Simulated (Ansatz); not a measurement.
# Metal on semiconductor: Si/NiSi2, part 2 of 5

Aim: where the metal's Fermi level sits in the semiconductor's gap in Si/NiSi2, and what the stack passes. The semiconductor is Si diamond(111), undoped, with its far face capped by hydrogen, and the metal is NiSi2 fluorite(111) turned by 180 degrees (type B), in direct contact. After relaxation the nearest pair at the metal is Si–Si at 2.36 Å, along the normal. The common net has a side of 3.868 Å, which strains the semiconductor by +0.0 % and the metal by +0.7 %, against typed lattice constants near PBE's. The first steps treat the bulk crystals alone.

Ansatz 0.2.0; PBE DFT, plane waves, PAW files (the session's first sound run).

So far. Step 2 (Layer spacing of the electrode, 6 atoms): Little changed from the start: no atom moved by 0.005 Å and no cell edge by 0.1 %.

### Step 4. Relaxing the interfaces

System of this step: Si/NiSi2. The cell holds 18 atoms: 15 Si, 2 Ni and 1 H. Cell: a = 3.868 Å, b = 3.868 Å, c = 38.650 Å, α = 90.0°, β = 90.0°, γ = 120.0°. Vacuum lies along c.

The bonds at the contact set its dipole, and with it the barrier heights, so the interface is relaxed first in a short slab. The dipole correction removes the field between the unlike outer faces.

input.yaml

```yaml
crystal:
  lattice:
    - [3.868, 0.0, 0.0]
    - [-1.934, 3.3497862618, 0.0]
    - [0.0, 0.0, 38.6496207885]
  atoms:
    - { symbol: Si, position: [0.0, 0.0, 0.2069878006] }
    - { symbol: Si, position: [0.33333333, 0.66666667, 0.2274151291] }
    - { symbol: Si, position: [0.33333333, 0.66666667, 0.2886971148] }
    - { symbol: Si, position: [0.66666667, 0.33333333, 0.3091244434] }
    - { symbol: Si, position: [0.66666667, 0.33333333, 0.3704064291] }
    - { symbol: Si, position: [0.0, 0.0, 0.3908337576] }
    - { symbol: Si, position: [0.0, 0.0, 0.449566546] }
    - { symbol: Si, position: [0.33333333, 0.66666667, 0.4699938746] }
    - { symbol: Si, position: [0.33333333, 0.66666667, 0.5312758603] }
    - { symbol: Si, position: [0.66666667, 0.33333333, 0.5517031889] }
    - { symbol: Si, position: [0.66666667, 0.33333333, 0.6129851746] }
    - { symbol: Si, position: [0.0, 0.0, 0.6334125031] }
    - { symbol: Si, position: [0.0, 0.0, 0.6921452915] }
    - { symbol: Ni, position: [0.66666667, 0.33333333, 0.7123186731] }
    - { symbol: Si, position: [0.33333333, 0.66666667, 0.7324920547] }
    - { symbol: Si, position: [0.66666667, 0.33333333, 0.7728388178] }
    - { symbol: Ni, position: [0.33333333, 0.66666667, 0.7930121994] }
    - { symbol: H, position: [0.0, 0.0, 0.168177588] }
kpoints:
  mp_grid: { grid: [8, 8, 1] }
scf:
  occupations: { method: fermi_dirac, width: 0.1 }
  max_iter: 150
hamiltonian:
  xc: pbe
efield:
  axis: 3
  dipole_correction: true
relax:
  f_tol: 0.04
  max_steps: 60
output:
  forces: true
```

Launch:

```console
$ ansatz run input.yaml --threads 8 --pin off --max-ram 24576MiB --backend cpu --events-out ev --progress --plain --runs-dir out
```

Numbers of over 12 decimals in the logs are rounded to 6 here.

Output:

```text
[...]
Crystal: 18 atoms, lattice volume = 500.782 Å³
Basis set: ecut = 420 eV, 9897 PW (Γ), exchange–correlation on 54×54×540 points (8 copies of the dense FFT grid, shifted against one another)
Bands: 67, of which v1, the nominal top of the filled ones, is band 49 counted from 1 (48 counted from 0)
Symmetry: 6 space group operations
[...]
k-points: 10 of 64 (time reversal used)
[...]
SCF iter   1: F=—  HF=-21232.309960 eV  |F-HF|=—  |Δ(HF+E_count)|=         —  Δρ=6.93e-3  dr2=5.64e-1  ethr=1.77e-3  p=-0.015 e·Å  D=-5.38e-3 V/Å  ΔV_dip=0.21 eV  dr2_dipole=1.60e-1  V_vac-E_F(+/−)=4.28/4.07 eV  ⟨swp⟩=10.5  Hψ=3864  notcnv=0  defer=5
efield: sawtooth ramp at fractional position 0.9306 (placed from the atoms, in the widest stretch of the axis that holds none; the zero of the levels goes with the place), width 0.1000; the density the first Hamiltonian is built on has a dipole p = -0.015 e·Å; the dipole correction subtracts the counter field D = -5.38e-3 V/Å, which shifts the + side's vacuum level by +0.21 eV against the − side's; the planar-averaged density in the ramp window peaks in size at 5.3e-5 e/Å³
[...]
SCF iter   2: F=—  HF=-21232.565904 eV  |F-HF|=—  |Δ(HF+E_count)|=   2.56e-1  Δρ=7.18e-3  dr2=3.86e0  ethr=5.81e-4  p=0.136 e·Å  D=4.92e-2 V/Å  ΔV_dip=-1.90 eV  dr2_dipole=3.84e0  V_vac-E_F(+/−)=4.47/6.37 eV  ⟨swp⟩=4.3  Hψ=1279  notcnv=0  defer=22  recentre
[...]
SCF iter   8: F=-21232.276294 eV  HF=-21232.276314 eV  |F-HF|=2.00e-5  |Δ(HF+E_count)|=   3.27e-5  Δρ=2.90e-5  dr2=1.91e-5  ethr=4.12e-8  p=0.004 e·Å  D=1.52e-3 V/Å  ΔV_dip=-0.06 eV  dr2_dipole=6.72e-6  V_vac-E_F(+/−)=4.50/4.56 eV  ⟨swp⟩=4.5  Hψ=2128  notcnv=0
WARN: efield: at this solve's end the planar-averaged density reaches 1.20e-5 e/Å³ inside the ramp window [0.9047, 0.0565] (bound 1e-5 e/Å³); the window's nearer edge stands 4.32 Å from this solve's nearest atom along the axis. Its work functions, free energy, forces, stress, dipole, levels and responses can be off, and this figure does not tell by how much. A short vacuum, a low `basis.ecutwfc` or `basis.ecutrho_ratio` and negative occupations (`scf.occupations.method`) can put density there. See the manual's quickstart, § The vacuum guard
SCF 1 converged in 8 iterations: F = -21232.276294 eV  dr2 = 1.91e-5
[...]
relax step   1: F+E_penalty+E_count = -21232.27629371 eV  Δ(F+E_penalty+E_count) = +0.000e0 eV  max|allowed force component| = 1.073e0 eV/Å  Δτ_max = 0.0000 Å  (8 SCF iters, dr2 threshold 4.00e-5 eV, accepted)
[...]
SCF iter   1: F=—  HF=-21232.505895 eV  |F-HF|=—  |Δ(HF+E_count)|=         —  Δρ=6.22e-3  dr2=3.93e-1  ethr=3.99e-4  p=0.004 e·Å  D=1.52e-3 V/Å  ΔV_dip=-0.06 eV  dr2_dipole=3.40e-2  V_vac-E_F(+/−)=4.51/4.57 eV  ⟨swp⟩=1.1  Hψ=2691  notcnv=0  defer=28
efield: sawtooth ramp at fractional position 0.9306 (handed on by an earlier solve), width 0.1000; the density the first Hamiltonian is built on has a dipole p = 0.004 e·Å; the dipole correction subtracts the counter field D = 1.52e-3 V/Å, which shifts the + side's vacuum level by -0.06 eV against the − side's; the planar-averaged density in the ramp window peaks in size at 1.9e-5 e/Å³
[...]
SCF iter   2: F=—  HF=-21232.515001 eV  |F-HF|=—  |Δ(HF+E_count)|=   9.11e-3  Δρ=6.20e-3  dr2=2.57e-1  ethr=3.99e-4  p=0.023 e·Å  D=8.22e-3 V/Å  ΔV_dip=-0.32 eV  dr2_dipole=2.24e-2  V_vac-E_F(+/−)=4.60/4.92 eV  ⟨swp⟩=3.0  Hψ=1365  notcnv=0  defer=29
[...]
SCF iter   7: F=-21232.474637 eV  HF=-21232.474643 eV  |F-HF|=6.51e-6  |Δ(HF+E_count)|=   3.52e-5  Δρ=8.27e-5  dr2=4.20e-5  ethr=7.42e-8  p=-0.004 e·Å  D=-1.42e-3 V/Å  ΔV_dip=0.05 eV  dr2_dipole=2.93e-6  V_vac-E_F(+/−)=4.61/4.55 eV  ⟨swp⟩=4.9  Hψ=2351  notcnv=0
[...]
SCF 2 converged in 7 iterations: F = -21232.474637 eV  dr2 = 4.20e-5
relax step   2: F+E_penalty+E_count = -21232.47463654 eV  Δ(F+E_penalty+E_count) = -1.983e-1 eV  max|allowed force component| = 5.516e-1 eV/Å  Δτ_max = 0.1235 Å  (7 SCF iters, dr2 threshold 7.20e-5 eV, accepted)
SCF iter   1: F=—  HF=-21232.529189 eV  |F-HF|=—  |Δ(HF+E_count)|=         —  Δρ=3.02e-3  dr2=3.84e-2  ethr=7.72e-4  p=-0.004 e·Å  D=-1.42e-3 V/Å  ΔV_dip=0.05 eV  dr2_dipole=6.45e-5  V_vac-E_F(+/−)=4.58/4.53 eV  ⟨swp⟩=4.0  Hψ=1768  notcnv=0  defer=37
[...]
SCF iter   7: F=-21232.524484 eV  HF=-21232.524482 eV  |F-HF|=1.77e-6  |Δ(HF+E_count)|=   1.12e-5  Δρ=3.10e-5  dr2=6.96e-6  ethr=1.96e-8  p=-0.011 e·Å  D=-3.90e-3 V/Å  ΔV_dip=0.15 eV  dr2_dipole=2.52e-6  V_vac-E_F(+/−)=4.71/4.56 eV  ⟨swp⟩=4.9  Hψ=2342  notcnv=0
[...]
SCF 3 converged in 7 iterations: F = -21232.524484 eV  dr2 = 6.96e-6
relax step   3: F+E_penalty+E_count = -21232.52448353 eV  Δ(F+E_penalty+E_count) = -4.985e-2 eV  max|allowed force component| = 3.433e-1 eV/Å  Δτ_max = 0.0562 Å  (7 SCF iters, dr2 threshold 1.90e-5 eV, accepted)
[...]
relax step   4: F+E_penalty+E_count = -21232.53637754 eV  Δ(F+E_penalty+E_count) = -1.189e-2 eV  max|allowed force component| = 3.552e-2 eV/Å  Δτ_max = 0.0378 Å  (6 SCF iters, dr2 threshold 3.11e-5 eV, accepted)
[...]
SCF iter   7: F=-21232.536408 eV  HF=-21232.536407 eV  |F-HF|=1.34e-7  |Δ(HF+E_count)|=   3.24e-7  Δρ=7.89e-7  dr2=2.85e-9  ethr=1.03e-10  p=-0.015 e·Å  D=-5.44e-3 V/Å  ΔV_dip=0.21 eV  dr2_dipole=3.65e-10  V_vac-E_F(+/−)=4.76/4.55 eV  ⟨swp⟩=4.8  Hψ=2233  notcnv=0
SCF 5 converged in 7 iterations: F = -21232.536408 eV  dr2 = 2.85e-9
relax step   5: F+E_penalty+E_count = -21232.53640757 eV  Δ(F+E_penalty+E_count) = -3.004e-5 eV  max|allowed force component| = 3.541e-2 eV/Å  Δτ_max = 0.0000 Å  (7 SCF iters, accepted)
SCF converged after 7 iterations
Free energy (F): -21232.536408 eV
[...]
Internal energy: -21232.442205 eV  (E = F + TS)
E sigma→0 (E₀):  -21232.489306 eV
Entropy (-TS):   -0.094202 eV (-5.233 meV/atom)
Fermi energy:    2.918249 eV
Dipole field:    D = -0.005460 V/Å  (p = -0.015111 e·Å, saw-weighted, corrected)
Work function:   Φ+ = 4.7613 eV   Φ− = 4.5504 eV
Levels:          The Fermi level and band energies are counted from a zero that moves with the ramp; work functions are not
[...]
--- Forces (eV/Å), atoms counted from 1 ---
  atom   1  Si     0.00000000    -0.00000000     0.02893288
  atom   2  Si     0.00000000     0.00000000    -0.01955891
  atom   3  Si     0.00000000    -0.00000000    -0.00448256
  atom   4  Si     0.00000000     0.00000000    -0.00155974
  atom   5  Si     0.00000000    -0.00000000    -0.00744945
  atom   6  Si     0.00000000     0.00000000    -0.03541108
  atom   7  Si     0.00000000    -0.00000000     0.03459749
  atom   8  Si    -0.00000000     0.00000000     0.00935520
  atom   9  Si     0.00000000    -0.00000000    -0.00239181
  atom  10  Si     0.00000000     0.00000000     0.00085840
  atom  11  Si     0.00000000    -0.00000000    -0.00380046
  atom  12  Si    -0.00000000     0.00000000    -0.01787580
  atom  13  Si     0.00000000    -0.00000000     0.01601008
  atom  14  Ni     0.00000000     0.00000000    -0.02342604
  atom  15  Si     0.00000000    -0.00000000     0.00796896
  atom  16  Si     0.00000000     0.00000000     0.03449306
  atom  17  Ni     0.00000000     0.00000000    -0.01851590
  atom  18  H      0.00000000     0.00000000     0.00225188
  max |Σ_I F_I| component: 3.80e-6 eV/Å
--- Relaxed structure (5 steps of the walk, 5 accepted, 0 SCFs on fresh bases) ---
  F+E_penalty+E_count = -21232.53640757 eV   max|allowed force component| = 3.541e-2 eV/Å
  atoms:
    - { symbol: Si, position: [0, 0, 0.205640] }
    - { symbol: Si, position: [0.333333, 0.666667, 0.225453] }
    - { symbol: Si, position: [0.333333, 0.666667, 0.286669] }
    - { symbol: Si, position: [0.666667, 0.333333, 0.307158] }
    - { symbol: Si, position: [0.666667, 0.333333, 0.368423] }
    - { symbol: Si, position: [0, 0, 0.388887] }
    - { symbol: Si, position: [0, 0, 0.450036] }
    - { symbol: Si, position: [0.333333, 0.666667, 0.470498] }
    - { symbol: Si, position: [0.333333, 0.666667, 0.531784] }
    - { symbol: Si, position: [0.666667, 0.333333, 0.552253] }
    - { symbol: Si, position: [0.666667, 0.333333, 0.613586] }
    - { symbol: Si, position: [0, 0, 0.633946] }
    - { symbol: Si, position: [0, 0, 0.695084] }
    - { symbol: Ni, position: [0.666667, 0.333333, 0.717052] }
    - { symbol: Si, position: [0.333333, 0.666667, 0.732150] }
    - { symbol: Si, position: [0.666667, 0.333333, 0.777214] }
    - { symbol: Ni, position: [0.333333, 0.666667, 0.790851] }
    - { symbol: H, position: [0, 0, 0.166701] }
```

Run time: 16 s. Hardware: 8 threads of Intel Xeon 6975P-C (Granite Rapids), shared host; peak memory 1.6 GiB.

Step by step:

```
step  energy less that of the first step (eV)  largest force component (eV/Å)
   1                                   0.0000                          1.0731
   2                                  -0.1983                          0.5516
   3                                  -0.2482                          0.3433
   4                                  -0.2601                          0.0355
   5                                  -0.2601                          0.0354
```

The run keeps the 6 symmetry operations that it works with, so distortions that break them were not tested.

The atoms that moved most (Å):

| atom | dx | dy | dz | length |
| --- | --- | --- | --- | --- |
| Ni14 | 0.000 | 0.000 | 0.183 | 0.183 |
| Si16 | 0.000 | 0.000 | 0.169 | 0.169 |
| Si13 | 0.000 | 0.000 | 0.114 | 0.114 |
| Ni17 | 0.000 | 0.000 | -0.084 | 0.084 |
| Si3 | 0.000 | 0.000 | -0.078 | 0.078 |
| Si5 | 0.000 | 0.000 | -0.077 | 0.077 |
| Si4 | 0.000 | 0.000 | -0.076 | 0.076 |
| Si2 | 0.000 | 0.000 | -0.076 | 0.076 |

Numbers from this step:

| Item | Value |
| --- | --- |
| free energy | -21232.5364 eV |
| Fermi energy | 2.918 eV |

The largest force component on a free atom ends at 0.035 eV/Å. At one or more of this run's solves the program warned of density in the dipole ramp over its bound, where dipole, forces and levels can be off.

[end of part 2 of 5]

[Logs are printed without paths, hosts, clocks, repeated set-up lines and the standing remarks that a program may print on its own settings, such as how far it seeks lower states.]

[Hosts, paths, dates, database ids (printed as entryN), source tags and the programs' standing remarks are cut or masked in the printed files.]
